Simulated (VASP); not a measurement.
Wanted: the native input for a VASP 6.6.1 run.

| Item | Value |
| --- | --- |
| Task | relaxation of cell and atoms |
| Functional | vdW-DF |
| Potentials or basis | VASP PAW PBE potentials, release 64 (Si) |
| Cutoff | 600 eV |
| k mesh | 8 × 8 × 8 |
| Occupations | fermi-dirac, width 0.05 eV |
| Spin | no spin polarisation |
| Further INCAR settings | ALGO = Normal; EDIFF = 1e-06; IBRION = 2; EDIFFG = -0.01; NSW = 40; ISIF = 3 |

The structure of Si lies in POSCAR:

```
Si
1.0
    0.0000000000      2.7218511865      2.7218511865
    2.7218511865      0.0000000000      2.7218511865
    2.7218511865      2.7218511865      0.0000000000
Si
2
Direct
    0.5000000000      0.5000000000      0.5000000000
    0.7500000000      0.7500000000      0.7500000000
```

One way to write it, as run:

INCAR

```
SYSTEM = Si
PREC     = Accurate       ! precision mode
ENCUT    = 600            ! plane-wave cutoff, eV
EDIFF    = 1E-6           ! SCF threshold, eV
ISMEAR   = -1             ! smearing method
SIGMA    = 0.05           ! smearing width, eV
LREAL    = .False.        ! projectors in reciprocal space
LASPH    = .True.         ! aspherical terms in the spheres
NELM     = 60             ! most SCF steps
ALGO     = Normal         ! electronic algorithm
ISIF     = 3              ! what is computed and relaxed
LWAVE    = .False.        ! write WAVECAR
LCHARG   = .False.        ! write CHGCAR
GGA      = RE             ! functional
LUSE_VDW = .True.       
AGGAC    = 0.0          
IBRION   = 2              ! ionic algorithm
NSW      = 40             ! ionic steps
EDIFFG   = -0.01          ! ionic threshold
```

KPOINTS

```
Automatic mesh
0
Gamma
  8 8 8
  0 0 0
```

Potentials or basis: VASP PAW PBE potentials, release 64 (Si).

Run with:

```bash
$ cat potpaw_PBE.64/Si/POTCAR > POTCAR
$ mpirun -np 1 vasp_std > vasp.out
```

Results of the run:

- Relaxed volume: 20.94 Å³/atom
- Relaxed cell: a = 3.898 Å, b = 3.898 Å, c = 3.898 Å, α = 60.00°, β = 60.00°, γ = 60.00°
- Space group after relaxing (to 0.05 Å): Fd-3m (No. 227)
- Energy gained by relaxing: 8.0 meV/atom
- Ionic steps: 3
- Pressure after relaxing: 0.0 GPa
- Band gap on the k mesh: 0.90 eV, indirect (least direct gap 2.66 eV)

Caveat: the PAW data sets were made with another functional, which shifts forces and pressure a little.

Run time: 55 s on 1 thread of AMD EPYC 9R45 (Zen 5), on a shared host, peak memory 0.35 GiB.
